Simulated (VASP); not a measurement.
Here is a VASP 6.6.1 calculation.

File INCAR:

```
PREC = Accurate ; ENCUT = 520
EDIFF = 1E-7 ; ISMEAR = 0
SIGMA = 0.02 ; LREAL = False
LASPH = True ; NELM = 80
ALGO = Normal ; ISIF = 2
LWAVE = False ; LCHARG = False
METAGGA = R2SCAN ; LMIXTAU = True
```

Contents of KPOINTS:

```
Automatic mesh
0
Gamma
  8 8 6
```

Contents of POSCAR:

```
SnO
1.0
    3.8136952200      0.0000000000      0.0000000000
    0.0000000000      3.8136952200      0.0000000000
    0.0000000000      0.0000000000      4.8869133000
Sn O
2 2
Direct
    0.5000000000      0.0000000000      0.7646261400
    0.0000000000      0.5000000000      0.2353738600
    0.0000000000      0.0000000000      0.0000000000
    0.5000000000      0.5000000000      0.0000000000
```

Contents of KPOINTS_OPT:

```
path GXMGZRAZ,XR,MA
20
line-mode
reciprocal
 0.0000000000  0.0000000000  0.0000000000  G
 0.0000000000  0.5000000000  0.0000000000  X

 0.0000000000  0.5000000000  0.0000000000  X
 0.5000000000  0.5000000000  0.0000000000  M

 0.5000000000  0.5000000000  0.0000000000  M
 0.0000000000  0.0000000000  0.0000000000  G

 0.0000000000  0.0000000000  0.0000000000  G
 0.0000000000  0.0000000000  0.5000000000  Z

 0.0000000000  0.0000000000  0.5000000000  Z
 0.0000000000  0.5000000000  0.5000000000  R

 0.0000000000  0.5000000000  0.5000000000  R
 0.5000000000  0.5000000000  0.5000000000  A

 0.5000000000  0.5000000000  0.5000000000  A
 0.0000000000  0.0000000000  0.5000000000  Z

 0.0000000000  0.5000000000  0.0000000000  X
 0.0000000000  0.5000000000  0.5000000000  R

 0.5000000000  0.5000000000  0.0000000000  M
 0.5000000000  0.5000000000  0.5000000000  A
```

Potentials or basis: VASP PAW PBE potentials, release 64 (Sn_d, O).

Run with:

```sh
$ cat potpaw_PBE.64/Sn_d/POTCAR potpaw_PBE.64/O/POTCAR > POTCAR
$ mpirun -np 1 vasp_std > vasp.out
```

Q: Estimate the largest force.

A: 0.015 eV/Å.

Q: Estimate the pressure.

A: 0.1 GPa.

Forces in eV/Å, atoms in the order of the input:
```
Sn   0.000  0.000 -0.015
Sn   0.000  0.000  0.015
O    0.000  0.000  0.000
O    0.000  0.000  0.000
```

Caveat: the PAW data sets were made with another functional, which shifts forces and pressure a little.
